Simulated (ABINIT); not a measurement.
# HfO2 (P4_2/nmc) in ABINIT: single point with LDA

Aim: the single point of HfO2 with LDA.

All numbers are computed with ABINIT 10.8.3 (patched build); they aren't measurements. Logs are shortened: lines on timing, memory, paths and dates and some standing lists are left out, and cuts for length are marked. The log counts tension as positive stress, the text compression.

### Step 1. The crystal as given

It takes space group P4_2/nmc (No. 137, tetragonal). Conventional cell: a = 3.558 Å, b = 3.558 Å, c = 5.172 Å, α = 90.00°, β = 90.00°, γ = 90.00°. Hf (site symmetry -4m2) has 4 O at 2.05 Å as nearest neighbours. O (site symmetry 2mm) is surrounded by 2 Hf at 2.05 Å.

Measurements of this composition are mostly on another form, of space group No. 14.

### Step 2. Single point, LDA

Contents of run.abi:

```
pp_dirpath "./"
pseudos "Hf.upf, O.upf"

acell 3*1.0 Angstrom
rprim
     3.5580193300     0.0000000000     0.0000000000
     0.0000000000     3.5580193300     0.0000000000
     0.0000000000     0.0000000000     5.1718612100
ntypat 2
znucl 72 8
natom 6
typat 1 1 2 2 2 2
xred
     0.0000000000     0.0000000000     0.0000000000
     0.5000000000     0.5000000000     0.5000000000
     0.0000000000     0.5000000000     0.1972078800
     0.5000000000     0.0000000000     0.3027921200
     0.5000000000     0.0000000000     0.8027921200
     0.0000000000     0.5000000000     0.6972078800

ecut 35.0

kptopt 1
ngkpt 6 6 4
nshiftk 1
shiftk 0.0 0.0 0.0

ixc 7

nband 29
occopt 3
tsmear 0.00183747

nstep 100
tolvrs 1.0e-10

iomode 3
prtwf 0
prtden 0
prteig 0
prtebands 0
enunit 1
```

Potentials or basis: PseudoDojo NC SR LDA v0.4.1 standard.

Run with:

```sh
$ mpirun --bind-to none -np 4 abinit run.abi > log 2>&1
```

run.abo:

```text
.Version 10.8.3 of ABINIT
 Symmetries : space group P4_2/n m c (#137); Bravais tP (primitive tetrag.)
================================================================================
 Values of the parameters that define the memory need of the present run
     intxc =       0    ionmov =       0      iscf =       7    lmnmax =       8
     lnmax =       8     mgfft =      54  mpssoang =       4    mqgrid =    3001
     natom =       6  nloc_mem =       1    nspden =       1   nspinor =       1
    nsppol =       1      nsym =      16    n1xccc =    2501    ntypat =       2
    occopt =       3   xclevel =       1
       mpw =        4400          nfft =       69984          nkpt =          30
================================================================================
================================================================================

--------------------------------------------------------------------------------
------------- Echo of variables that govern the present computation ------------
--------------------------------------------------------------------------------
 -outvars: echo values of preprocessed input variables --------
            acell      1.8897261259E+00  1.8897261259E+00  1.8897261259E+00 Bohr
              amu      1.78490000E+02  1.59994000E+01
             ecut      3.50000000E+01 Hartree
           enunit           1
              ixc           7
         kptrlatt        6    0    0      0    6    0      0    0    4
          kptrlen      3.90936050E+01
            natom           6
            nband          29
            ngfft          36      36      54
             nkpt          30
            nstep         100
             nsym          16
           ntypat           2
           occopt           3
           prtden           0
        prtebands           0
           prteig           0
            prtwf           0
            rprim      3.5580193300E+00  0.0000000000E+00  0.0000000000E+00
                       0.0000000000E+00  3.5580193300E+00  0.0000000000E+00
                       0.0000000000E+00  0.0000000000E+00  5.1718612100E+00
          spgroup         137
           tolvrs      1.00000000E-10
           tsmear      1.83747000E-03 Hartree
            typat      1  1  2  2  2  2
           xangst      0.0000000000E+00  0.0000000000E+00  0.0000000000E+00
                       1.7790096650E+00  1.7790096650E+00  2.5859306050E+00
                       0.0000000000E+00  1.7790096650E+00  1.0199317849E+00
                       1.7790096650E+00  0.0000000000E+00  1.5659988201E+00
                       1.7790096650E+00  0.0000000000E+00  4.1519294251E+00
                       0.0000000000E+00  1.7790096650E+00  3.6058623899E+00
[... 156 lines left out ...]
    1     -0.00000000000000    -0.00000000000000    -0.00000000000000
    2     -0.00000000000000    -0.00000000000000    -0.00000000000000
    3     -0.00000000000000    -0.00000000000000    -0.00168343760651
    4     -0.00000000000000    -0.00000000000000     0.00168343760651
    5     -0.00000000000000    -0.00000000000000     0.00168343760651
    6     -0.00000000000000    -0.00000000000000    -0.00168343760651
 frms,max,avg= 7.9358010E-04 1.6834376E-03   0.000E+00  0.000E+00  0.000E+00 h/b

 cartesian forces (eV/Angstrom) at end:
    1     -0.00000000000000    -0.00000000000000    -0.00000000000000
    2     -0.00000000000000    -0.00000000000000    -0.00000000000000
    3     -0.00000000000000    -0.00000000000000    -0.08656584225289
    4     -0.00000000000000    -0.00000000000000     0.08656584225289
    5     -0.00000000000000    -0.00000000000000     0.08656584225289
    6     -0.00000000000000    -0.00000000000000    -0.08656584225289
 frms,max,avg= 4.0807529E-02 8.6565842E-02   0.000E+00  0.000E+00  0.000E+00 e/A
 length scales=  1.889726125908  1.889726125908  1.889726125908 bohr
              =  1.000000000000  1.000000000000  1.000000000000 angstroms
 Fermi (or HOMO) energy (eV) =   9.14004   Average Vxc (eV)= -12.67728
 Eigenvalues (   eV  ) for nkpt=  30  k points:
 kpt#   1, nband= 29, wtk=  0.00694, kpt=  0.0000  0.0000  0.0000 (reduced coord)
 -53.24520  -53.22800  -22.28762  -21.92390  -21.92390  -21.84522  -21.80792  -21.80792
 -10.86788   -9.17817   -8.78612   -8.13746    1.47587    2.06952    2.27042    2.27042
   4.23356    4.23356    5.56133    5.56133    6.17297    6.76616    6.80974    6.80974
  11.48243   11.53157   12.79288   13.01237   13.33451
 prteigrs : prtvol=0 or 1, do not print more k-points.

--- !EnergyTerms
iteration_state     : {dtset: 1, }
comment             : Components of total free energy in Hartree
kinetic             :  7.34548555883249E+01
hartree             :  2.79643025974961E+01
xc                  : -4.49513937949579E+01
Ewald energy        : -1.34893080225108E+02
psp_core            :  7.49374573294559E+00
local_psp           : -1.02768635061326E+02
non_local_psp       : -5.71866658898186E+00
internal            : -1.79418871751607E+02
'-kT*entropy'       :  3.75982039814121E-15
total_energy        : -1.79418871751607E+02
total_energy_eV     : -4.88223621905110E+03
band_energy         : -1.62599719595680E+01
...

 Cartesian components of stress tensor (hartree/bohr^3)
  sigma(1 1)=  4.17164829E-04  sigma(3 2)=  0.00000000E+00
  sigma(2 2)=  4.17164829E-04  sigma(3 1)=  0.00000000E+00
  sigma(3 3)=  4.14858754E-04  sigma(2 1)=  0.00000000E+00

-Cartesian components of stress tensor (GPa)         [Pressure= -1.2251E+01 GPa]
- sigma(1 1)=  1.22734130E+01  sigma(3 2)=  0.00000000E+00
- sigma(2 2)=  1.22734130E+01  sigma(3 1)=  0.00000000E+00
- sigma(3 3)=  1.22055659E+01  sigma(2 1)=  0.00000000E+00

== END DATASET(S) ==============================================================
================================================================================

 -outvars: echo values of variables after computation  --------
            acell      1.8897261259E+00  1.8897261259E+00  1.8897261259E+00 Bohr
           etotal     -1.7941887175E+02
            fcart     -0.0000000000E+00 -0.0000000000E+00 -0.0000000000E+00
                      -0.0000000000E+00 -0.0000000000E+00 -0.0000000000E+00
                      -0.0000000000E+00 -0.0000000000E+00 -1.6834376065E-03
                      -0.0000000000E+00 -0.0000000000E+00  1.6834376065E-03
                      -0.0000000000E+00 -0.0000000000E+00  1.6834376065E-03
                      -0.0000000000E+00 -0.0000000000E+00 -1.6834376065E-03
            rprim      3.5580193300E+00  0.0000000000E+00  0.0000000000E+00
                       0.0000000000E+00  3.5580193300E+00  0.0000000000E+00
                       0.0000000000E+00  0.0000000000E+00  5.1718612100E+00
           strten      4.1716482926E-04  4.1716482926E-04  4.1485875398E-04
                       0.0000000000E+00  0.0000000000E+00  0.0000000000E+00
           xangst      0.0000000000E+00  0.0000000000E+00  0.0000000000E+00
                       1.7790096650E+00  1.7790096650E+00  2.5859306050E+00
                       0.0000000000E+00  1.7790096650E+00  1.0199317849E+00
                       1.7790096650E+00  0.0000000000E+00  1.5659988201E+00
                       1.7790096650E+00  0.0000000000E+00  4.1519294251E+00
                       0.0000000000E+00  1.7790096650E+00  3.6058623899E+00
             xred      0.0000000000E+00  0.0000000000E+00  0.0000000000E+00
                       5.0000000000E-01  5.0000000000E-01  5.0000000000E-01
                       0.0000000000E+00  5.0000000000E-01  1.9720788000E-01
                       5.0000000000E-01  0.0000000000E+00  3.0279212000E-01
                       5.0000000000E-01  0.0000000000E+00  8.0279212000E-01
                       0.0000000000E+00  5.0000000000E-01  6.9720788000E-01
 Calculation completed.
```

Wall time 40 s (4 MPI ranks of Arm Neoverse V1, shared host); peak memory 0.32 GiB.

What came out:

* Free energy: -4882.2362 eV
* Largest force: 0.087 eV/Å
* Band gap on the k mesh: 4.60 eV, indirect (least direct gap 4.67 eV)
* Valence electrons inside the program's atomic spheres: Hf 8.34; O 6.33

Forces in eV/Å, atoms in the order of the input:
```
Hf   0.000  0.000  0.000
Hf   0.000  0.000  0.000
O    0.000  0.000 -0.087
O    0.000  0.000  0.087
O    0.000  0.000  0.087
O    0.000  0.000 -0.087
```

Caveat: the cutoff is too short for stress, so the log's stress isn't used; spin-orbit coupling is left out, which moves the levels of the heavy elements. A k mesh can miss the band edges.
